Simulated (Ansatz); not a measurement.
# Converging the field response of a BaZrO3 (001), BaO faces film, part 2 of 2

Aim: a convergence study of the equivalent conductor thickness of a BaZrO3 (001), BaO faces film, with the cost of each setting.

Ansatz 0.2.0; plane-wave DFT, PBE, Ansatz PAW (the session's first sound run).

So far, equivalent conductor thickness p/(ε₀AE) (Å): step 2 (single point, setting first choice) 9.48; step 15 (single point, box 26.4 Å (run 4)) 9.52; step 16 (run, box 26.4 Å (run 7)) 9.71; step 17 (run, box 26.4 Å (run 8)) 9.47; step 18 (single point, box 26.4 Å (run 5)) 9.48.

## (19) Single point, box 26.4 Å (run 6)

This step: plane-wave DFT, LDA, Ansatz PAW (Ansatz 0.2.0).

input.yaml reads:

```yaml
crystal:
  lattice:
    - [4.19, 0.0, 0.0]
    - [0.0, 4.19, 0.0]
    - [0.0, 0.0, 26.38]
  atoms:
    - { symbol: Ba, position: [0.0, 0.0, 0.3411675512] }
    - { symbol: O, position: [0.5, 0.5, 0.3411675512] }
    - { symbol: Zr, position: [0.5, 0.5, 0.4205837756] }
    - { symbol: O, position: [0.0, 0.5, 0.4205837756] }
    - { symbol: O, position: [0.5, 0.0, 0.4205837756] }
    - { symbol: Ba, position: [0.0, 0.0, 0.5] }
    - { symbol: O, position: [0.5, 0.5, 0.5] }
    - { symbol: Zr, position: [0.5, 0.5, 0.5794162244] }
    - { symbol: O, position: [0.0, 0.5, 0.5794162244] }
    - { symbol: O, position: [0.5, 0.0, 0.5794162244] }
    - { symbol: Ba, position: [0.0, 0.0, 0.6588324488] }
    - { symbol: O, position: [0.5, 0.5, 0.6588324488] }
kpoints:
  mp_grid: { grid: [6, 6, 1] }
hamiltonian:
  xc: lda
scf:
  occupations: { method: fixed }
  convergence: { dr2_threshold: 1.0e-10 }
efield:
  axis: 3
  dipole_correction: true
  ramp_position: 0.97
  ramp_width: 0.06
  amplitude: 0.1
output:
  write_potential: true
  write_density: true
  volumetric_format: npy
```

Command:

```
$ ansatz run input.yaml --threads 2 --pin off --max-ram 3072MiB --backend cpu --events-out ev --progress --plain --runs-dir out
```

Wall time 11 s (2 threads of Intel Xeon 6975P-C (Granite Rapids), shared host); peak memory 0.85 GiB.

The dipole corresponds to a conductor 9.428 Å thick, -0.55 % from the first choice, at 0.96 times its CPU time.

## (20) Run, box 26.4 Å (run 9)

This step: plane-wave DFT, r2SCAN, Ansatz PAW (Ansatz 0.2.0).

input.yaml, as its differences from that of step 19:

```diff
@@ -21,3 +21,3 @@
 hamiltonian:
-  xc: lda
+  xc: r2scan
 scf:
```

Run time: 23 s. Hardware: 2 threads; peak memory 1.6 GiB.

The dipole corresponds to a conductor 9.199 Å thick, -2.97 % from the first choice, at 2.0 times its CPU time.

## (21) Single point, box 26.4 Å (run 7)

This step: plane-wave DFT, PBE, norm-conserving (Ansatz 0.2.0).

input.yaml, as its differences from that of step 20:

```diff
@@ -21,3 +21,4 @@
 hamiltonian:
-  xc: r2scan
+  xc: pbe
+  pseudopotentials: { kind: nc }
 scf:
```

Wall time 57 s (2 threads); peak memory 2.2 GiB; 1.8 min of CPU time.

The dipole corresponds to a conductor 9.472 Å thick, -0.09 % from the first choice, at 4.8 times its CPU time.

## (22) Run, box 26.4 Å (run 10)

This step: plane-wave DFT, PBE, JTH PAW (Ansatz 0.2.0).

input.yaml, as its differences from that of step 21:

```diff
@@ -22,3 +22,3 @@
   xc: pbe
-  pseudopotentials: { kind: nc }
+  pseudopotentials: { kind: paw, source: jth }
 scf:
```

Elapsed: 69 s, on 2 threads; peak memory 2.7 GiB.

The dipole corresponds to a conductor 9.505 Å thick, +0.26 % from the first choice, at 5.7 times its CPU time.

## (23) The series together

Times are for 2 threads of Intel Xeon 6975P-C (Granite Rapids), shared host. Results by setting:

```
no.                         setting  equivalent conductor thickness p/(ε₀AE) (Å)   time  memory (GiB)
  1                    first choice                                        9.480   12 s          0.87
  2                   cutoff 250 eV                                        9.501  5.5 s          0.56
  3                   cutoff 330 eV                                        9.485    8 s          0.69
  4                   cutoff 600 eV                                        9.482   20 s           1.3
  5                        mesh 1x1                                        11.35  1.5 s          0.50
  6                        mesh 2x2                                        9.649  2.9 s          0.77
  7                        mesh 3x3                                        9.496  4.2 s          0.69
  8                      mesh 12x12                                        9.480   35 s           1.2
  9                     vacuum 10 Å                                        9.425    9 s          0.70
 10                     vacuum 14 Å                                        9.479  9.7 s          0.76
 11                     vacuum 26 Å                                        9.479   16 s           1.0
 12                 field 0.005 V/Å                                        9.476   11 s          0.86
 13                  field 0.03 V/Å                                        9.476   12 s          0.86
 14                   field 0.3 V/Å                                        9.516   12 s          0.88
 15          SCF threshold 1e-04 eV                                        9.707   11 s          0.86
 16          SCF threshold 1e-06 eV                                        9.471   11 s          0.85
 17          SCF threshold 1e-08 eV                                        9.481   12 s          0.86
 18        LDA, Ansatz PAW (420 eV)                                        9.428   11 s          0.85
 19     r2SCAN, Ansatz PAW (500 eV)                                        9.199   23 s           1.6
 20  PBE, norm-conserving (1240 eV)                                        9.472   57 s           2.2
 21          PBE, JTH PAW (1380 eV)                                        9.505   69 s           2.7
```

## (24) What came out

```
equivalent conductor thickness, first choice                : 9.480 Å
equivalent conductor thickness, cutoff 600 eV               : 9.482 Å
equivalent conductor thickness, mesh 1x1                    : 11.35 Å
equivalent conductor thickness, mesh 2x2                    : 9.649 Å
equivalent conductor thickness, vacuum 26 Å                 : 9.479 Å
equivalent conductor thickness, SCF threshold 1e-04 eV      : 9.707 Å
equivalent conductor thickness, LDA, Ansatz PAW (420 eV)    : 9.428 Å
equivalent conductor thickness, r2SCAN, Ansatz PAW (500 eV) : 9.199 Å
```

The first choice gives 9.48 Å. Numerical settings off by more than 1 % against it: mesh 1x1 (+19.7 %), mesh 2x2 (+1.8 %) and SCF threshold 1e-04 eV (+2.4 %). The cheapest single change that stays within 0.5 % is mesh 3x3, at 34 % of the CPU time. Functionals and files move it by -0.5 % (LDA, Ansatz PAW (420 eV)), -3.0 % (r2SCAN, Ansatz PAW (500 eV)), -0.1 % (PBE, norm-conserving (1240 eV)) and +0.3 % (PBE, JTH PAW (1380 eV)). The film is symmetric and its atoms are held, so the dipole is the electronic response to the field alone. Times of a few seconds on a shared host rank the settings only roughly. In 1 run of the series (vacuum 10 Å) the program warns that electrons reach the sawtooth's ramp, which makes dipole and work function less sure.

[Logs are printed without paths, hosts, clocks, repeated set-up lines and the standing remarks that a program may print on its own settings, such as how far it seeks lower states.]

[Hosts, paths, dates, database ids (printed as entryN), source tags and the programs' standing remarks are cut or masked in the printed files.]

[Maps of the electrostatic potential energy from Ansatz leave out the sawtooth potential of an applied field or a dipole correction, so their vacuum need not be flat; planar profiles and work functions include it.]
